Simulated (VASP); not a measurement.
# BN (P6_3mc) in VASP: Born charges and dielectric tensor with PBE

Aim: the Born charges and dielectric tensor of BN with PBE.

Everything below comes from runs of VASP 6.6.1. Logs are shortened: lines on timing, memory, paths and dates and some standing lists are left out, and cuts for length are marked.

### 1 The crystal as given

It takes space group P6_3mc (No. 186, hexagonal). The conventional cell has a = 2.554 Å, b = 2.554 Å, c = 4.224 Å, α = 90.00°, β = 90.00°, γ = 120.00°. B (site symmetry 3m) has 4 N at 1.57 to 1.58 Å as nearest neighbours. Around N (site symmetry 3m) lie 4 B at 1.57 to 1.58 Å.

Measurements of this composition are mostly on another form, of space group No. 194.

### 2 Born charges and dielectric tensor, PBE

INCAR reads:

```
  PREC = Accurate
  ENCUT = 600
  EDIFF = 1E-8
  ISMEAR = 0
  SIGMA = 0.02
  LREAL = False
  LASPH = True
  NELM = 60
  ALGO = Fast
  ISIF = 2
  LWAVE = False
  LCHARG = False
  GGA = PE
  LEPSILON = True
  IBRION = 8
  NSW = 1
```

KPOINTS reads:

```
regular mesh
0
Gamma
  12 12 6
```

POSCAR reads:

```
BN
1.0
    2.5543700000      0.0000000000      0.0000000000
   -1.2771800000      2.2121500000      0.0000000000
    0.0000000000      0.0000000000      4.2243900000
B N
2 2
Direct
    0.6666700000      0.3333300000      0.9998100000
    0.3333300000      0.6666700000      0.4998100000
    0.6666700000      0.3333300000      0.6251900000
    0.3333300000      0.6666700000      0.1251900000
```

Potentials or basis: VASP PAW PBE potentials, release 64 (B, N).

Command:

```sh
cat potpaw_PBE.64/B/POTCAR potpaw_PBE.64/N/POTCAR > POTCAR
mpirun -np 1 vasp_std > vasp.out
```

OUTCAR:

```text
PREC = Accurate
   ENCUT = 600
   EDIFF = 1E-8
   ISMEAR = 0
   LREAL = False
   LASPH = True
   NELM = 60
   ISIF = 2
   GGA = PE
   LEPSILON = True
   IBRION = 8
   NSW = 1

 ion  position               nearest neighbor table
   1  0.667  0.333  1.000-   4 1.57   4 1.57   4 1.57   3 1.58
   2  0.333  0.667  0.500-   3 1.57   3 1.57   3 1.57   4 1.58
   3  0.667  0.333  0.625-   2 1.57   2 1.57   2 1.57   1 1.58
   4  0.333  0.667  0.125-   1 1.57   1 1.57   1 1.57   2 1.58

  LATTYP: Found a hexagonal cell.
 ALAT       =     2.5543700000
 C/A-ratio  =     1.6537893884

  Lattice vectors:

 A1 = (   2.5543700000,   0.0000000000,   0.0000000000)
 A2 = (  -1.2771800000,   2.2121500000,   0.0000000000)
 A3 = (   0.0000000000,   0.0000000000,   4.2243900000)

Analysis of symmetry for initial positions (statically):
=====================================================================
 Subroutine PRICEL returns:
 Original cell was already a primitive cell.

 Routine SETGRP: Setting up the symmetry group for a
 hexagonal supercell.

 Subroutine GETGRP returns: Found  4 space group operations
 (whereof  2 operations were pure point group operations)
 out of a pool of 24 trial point group operations.

The static configuration has the point symmetry C_1h.
 The point group associated with its full space group is C_2v.

Analysis of symmetry for dynamics (positions and initial velocities):
=====================================================================
 Subroutine PRICEL returns:
 Original cell was already a primitive cell.

 Routine SETGRP: Setting up the symmetry group for a
 hexagonal supercell.

 Subroutine GETGRP returns: Found  4 space group operations
 (whereof  2 operations were pure point group operations)
 out of a pool of 24 trial point group operations.

The dynamic configuration has the point symmetry C_1h.
 The point group associated with its full space group is C_2v.

 Subroutine INISYM returns: Found  4 space group operations
 (whereof  2 operations are pure point group operations),
 and found     1 'primitive' translations

----------------------------------------------------------------------------------------

                                     Primitive cell

  volume of cell :      23.8705

  direct lattice vectors                    reciprocal lattice vectors
     2.554370000  0.000000000  0.000000000     0.391485963  0.226023571  0.000000000
    -1.277180000  2.212150000  0.000000000     0.000000000  0.452048912  0.000000000
     0.000000000  0.000000000  4.224390000     0.000000000  0.000000000  0.236720568

  length of vectors
     2.554370000  2.554368097  4.224390000     0.452048575  0.452048912  0.236720568

  position of ions in fractional coordinates (direct lattice)
     0.666670000  0.333330000  0.999810000
     0.333330000  0.666670000  0.499810000
     0.666670000  0.333330000  0.625190000
     0.333330000  0.666670000  0.125190000

  ion indices of the primitive-cell ions
   primitive index   ion index
                 1           1
                 2           2
                 3           3
                 4           4

----------------------------------------------------------------------------------------

 KPOINTS: regular mesh

Automatic generation of k-mesh.
 Grid dimensions read from file:
 generate k-points for:   12   12    6

 Generating k-lattice:

  Cartesian coordinates                     Fractional coordinates (reciprocal lattice)
[... 512 lines left out ...]
  ---------------------------------------------------
  ---------------------------------------------------
  free energy    TOTEN  =        -0.25455511 eV

  energy without entropy =       -0.25455511

------------------------ aborting loop because EDIFF is reached ----------------------------------------

--------------------------------------- Ionic step        2  -------------------------------------------

------------------------ aborting loop because EDIFF is reached ----------------------------------------

--------------------------------------- Ionic step        3  -------------------------------------------

------------------------ aborting loop because EDIFF is reached ----------------------------------------

 PIEZOELECTRIC TENSOR FIELD DIRECTION 3  (e Angst)
 -----------------------------------------------------------------------------
    -0.77198 -0.00001 -0.00000           ( -0.00678  0.00000 -0.00000)
    -0.00001 -0.77199 -0.00000           (  0.00000 -0.00678 -0.00000)
    -0.00000 -0.00000  1.59366           ( -0.00000 -0.00000  0.00973)

 PIEZOELECTRIC TENSOR FIELD DIRECTION 3  (C/m^2)
 -----------------------------------------------------------------------------
    -0.51815 -0.00001 -0.00000
    -0.00001 -0.51816 -0.00000
    -0.00000 -0.00000  1.06965

[... ionic steps 4 to 9 ...]

--------------------------------------- Ionic step       10  -------------------------------------------

------------------------ aborting loop because EDIFF is reached ----------------------------------------

[... ionic steps 11 to 11 ...]

--------------------------------------- Ionic step       12  -------------------------------------------

 Free energy of the ion-electron system (eV)
  ---------------------------------------------------
  ---------------------------------------------------
  free energy    TOTEN  =        -0.25831118 eV

  energy without entropy =       -0.25831118

------------------------ aborting loop because EDIFF is reached ----------------------------------------

 INTERNAL STRAIN TENSOR  FOR ION    3  DIRECTION 3   (eV/Angst):
 -----------------------------------------------------------------------------
    -1.08459  0.00250 -0.01905
     0.00250 -1.08171  0.01100
     0.01790 -0.01034 -0.08738

 MACROSCOPIC STATIC DIELECTRIC TENSOR (including local field effects in DFT)
 ------------------------------------------------------
           4.567647    -0.000014     0.000000
          -0.000014     4.567622     0.000000
           0.000000     0.000000     4.731294
 ------------------------------------------------------

 PIEZOELECTRIC TENSOR (including local field effects)  for field in x, y, z        (e  Angst)
          XX          YY          ZZ          XY          YZ          ZX
  --------------------------------------------------------------------------------
  x     0.00000     0.00000     0.00000     0.00000    -0.00002    -0.91746
  y     0.00000    -0.00000     0.00000     0.00000    -0.91748    -0.00002
  z    -0.77198    -0.77199     1.59366    -0.00001     0.00000     0.00000

 PIEZOELECTRIC TENSOR (including local field effects)  for field in x, y, z        (C/m^2)
          XX          YY          ZZ          XY          YZ          ZX
  --------------------------------------------------------------------------------
  x     0.00000     0.00000     0.00000     0.00000    -0.00001    -0.61579
  y     0.00000    -0.00000     0.00000     0.00000    -0.61581    -0.00001
  z    -0.51815    -0.51816     1.06965    -0.00001     0.00000     0.00000

 BORN EFFECTIVE CHARGES (including local field effects) (in |e|, cummulative output)
 ---------------------------------------------------------------------------------
 ion    1
    1     1.84721    -0.00000     0.00000
    2    -0.00000     1.84720    -0.00000
    3    -0.00002     0.00001     1.94591
 ion    2
    1     1.84721    -0.00000    -0.00000
    2    -0.00000     1.84720     0.00000
    3     0.00002    -0.00001     1.94591
 ion    3
    1    -1.84721     0.00000    -0.00000
    2     0.00000    -1.84720     0.00000
    3    -0.00003     0.00001    -1.94591
 ion    4
    1    -1.84721     0.00000     0.00000
    2     0.00000    -1.84720    -0.00000
    3     0.00003    -0.00001    -1.94591

 INTERNAL STRAIN TENSOR FOR ION    4 for displacements in x,y,z  (eV/Angst):
          X           Y           Z          XY          YZ          ZX
  --------------------------------------------------------------------------------
  x     0.00159    -0.00478    -0.00022    -4.34751     0.01958    -2.25036
  y    -4.35806     4.35989     0.00013     0.02947    -2.34535    -0.03022
  z    -1.08459    -1.08171    -0.08738     0.00250     0.01034     0.01905

 SECOND DERIVATIVES (NOT SYMMETRIZED)
 ------------------------------------
               1X          1Y          1Z          2X          2Y          2Z          3X          3Y          3Z          4X          4Y          4Z
  1X   -24.572123   -0.001875   -0.001570    0.145531   -0.001094    0.000075    4.805172    0.000930    0.000987   19.621420    0.002040    0.000508
  1Y    -0.001875  -24.574240    0.000907   -0.001094    0.144267   -0.000043    0.000930    4.806236   -0.000570    0.002040   19.623737   -0.000293
  1Z    -0.005689    0.003285  -34.410322   -0.004530    0.002615   11.563257    0.004827   -0.002787    8.329591    0.005391   -0.003113   14.517474
  2X     0.145531   -0.001094   -0.000075  -24.572123   -0.001875    0.001570   19.621420    0.002040   -0.000508    4.805172    0.000930   -0.000987
  2Y    -0.001094    0.144267    0.000043   -0.001875  -24.574240   -0.000907    0.002040   19.623737    0.000293    0.000930    4.806236    0.000570
  2Z     0.004530   -0.002615   11.563257    0.005689   -0.003285  -34.410322   -0.005391    0.003113   14.517474   -0.004827    0.002787    8.329591
  3X     4.805755    0.000740    0.000225   19.627521    0.002579   -0.001766  -24.881753   -0.003798    0.000514    0.448477    0.000478    0.001026
  3Y     0.000740    4.806600   -0.000130    0.002579   19.630461    0.001019   -0.003798  -24.886089   -0.000297    0.000478    0.449028   -0.000593
  3Z    -0.001567    0.000905    8.275185   -0.002981    0.001721   14.582494    0.002455   -0.001418  -36.901814    0.002092   -0.001208   14.044136
  4X    19.627521    0.002579    0.001766    4.805755    0.000740   -0.000225    0.448477    0.000478   -0.001026  -24.881753   -0.003798   -0.000514
  4Y     0.002579   19.630461   -0.001019    0.000740    4.806600    0.000130    0.000478    0.449028    0.000593   -0.003798  -24.886089    0.000297
  4Z     0.002981   -0.001721   14.582494    0.001567   -0.000905    8.275185   -0.002092    0.001208   14.044136   -0.002455    0.001418  -36.901814

 Eigenvectors and eigenvalues of the dynamical matrix
 ----------------------------------------------------

   1 f  =   33.306422 THz   209.270423 2PiTHz 1110.982659 cm-1   137.744232 meV
             X         Y         Z           dx          dy          dz
      1.277199  0.737376  4.223587    -0.000746    0.000431   -0.615873
     -0.000009  1.474774  2.111392    -0.000746    0.000431    0.615873
      1.277199  0.737376  2.641046     0.000658   -0.000380   -0.347417
     -0.000009  1.474774  0.528851     0.000658   -0.000380    0.347417
[... 71 lines left out ...]
  12 f/i=    0.003489 THz     0.021919 2PiTHz    0.116367 cm-1     0.014428 meV
             X         Y         Z           dx          dy          dz
      1.277199  0.737376  4.223587     0.000005   -0.000003    0.466814
     -0.000009  1.474774  2.111392    -0.000005    0.000003    0.466814
      1.277199  0.737376  2.641046    -0.000006    0.000003    0.531116
     -0.000009  1.474774  0.528851     0.000006   -0.000003    0.531116

--------------------------------------------------------------------------------------------------------

 MACROSCOPIC STATIC DIELECTRIC TENSOR IONIC CONTRIBUTION
 ------------------------------------------------------
           2.117600    -0.000277    -0.000000
          -0.000277     2.117275     0.000000
          -0.000000     0.000000     2.512173
 ------------------------------------------------------

 ELASTIC MODULI CONTR FROM IONIC RELAXATION (kBar)
 Direction    XX          YY          ZZ          XY          YZ          ZX
 --------------------------------------------------------------------------------
 XX        -111.1513     97.2046     -0.4355      1.9841     -0.0000      0.0000
 YY          97.2046   -111.2976     -0.4739     -2.1111      0.0000     -0.0000
 ZZ          -0.4355     -0.4739     -0.0298     -0.0333     -0.0000      0.0000
 XY           1.9841     -2.1111     -0.0333   -102.8818      0.0000     -0.0000
 YZ          -0.0000      0.0000     -0.0000      0.0000    -30.0798     -0.2179
 ZX           0.0000     -0.0000      0.0000     -0.0000     -0.2179    -26.2974
 --------------------------------------------------------------------------------

 PIEZOELECTRIC TENSOR IONIC CONTR  for field in x, y, z        (C/m^2)
          XX          YY          ZZ          XY          YZ          ZX
  --------------------------------------------------------------------------------
  x    -0.00000     0.00000    -0.00000     0.00000    -0.00132     0.22199
  y     0.00000    -0.00000     0.00000    -0.00000     0.23746     0.00291
  z     0.12444     0.12529     0.00810     0.00074     0.00000    -0.00000
```

Run time: 13 min. Hardware: 1 thread of AMD EPYC 9R14 (Zen 4), shared host; peak memory 0.44 GiB.

What came out:

| Item | Value |
| --- | --- |
| Band gap on the k mesh | 5.21 eV, indirect (least direct gap 8.24 eV) |
| Electronic dielectric tensor (diagonal) | 4.57, 4.57, 4.73 |
| Born charges (mean of the diagonal) | B +1.88; N -1.88 e |
| Highest phonon frequency at Γ, LO-TO splitting left out | 1111 cm⁻¹ |

Levels at points of the mesh, in eV from the valence-band top:
```csv
k point,band 5,band 6,band 7,band 8,band 9,band 10,band 11,band 12
"(0.00, 0.00, 0.00)",-2.10,-0.26,0.00,0.00,8.33,8.33,8.55,9.41
"(0.50, 0.00, 0.00)",-6.85,-4.93,-4.36,-2.09,6.68,7.94,10.56,11.39
"(0.50, 0.50, 0.00)",-6.85,-4.93,-4.36,-2.09,6.68,7.94,10.56,11.39
"(0.00, 0.00, 0.50)",-1.17,-1.17,-1.16,-1.16,9.40,9.40,9.88,9.88
"(0.50, 0.00, 0.50)",-3.73,-3.73,-3.53,-3.53,6.56,6.56,9.97,9.97
"(0.50, 0.50, 0.50)",-3.73,-3.73,-3.53,-3.53,6.56,6.56,9.97,9.97
```

Phonon frequencies in cm⁻¹ (negative: imaginary):
```
              q point                                    frequencies
(0.000, 0.000, 0.000)  0 0 0 472 472 944 944 955 1009 1043 1044 1111
```

Electronic dielectric tensor:
```
4.57 0.00 0.00
0.00 4.57 0.00
0.00 0.00 4.73
```

Born effective charge tensors (e):
atom 1, B
```
1.85 0.00 0.00
0.00 1.85 0.00
0.00 0.00 1.95
```
atom 2, B
```
1.85 0.00 0.00
0.00 1.85 0.00
0.00 0.00 1.95
```
atom 3, N
```
-1.85  0.00  0.00
 0.00 -1.85  0.00
 0.00  0.00 -1.95
```
atom 4, N
```
-1.85  0.00  0.00
 0.00 -1.85  0.00
 0.00  0.00 -1.95
```
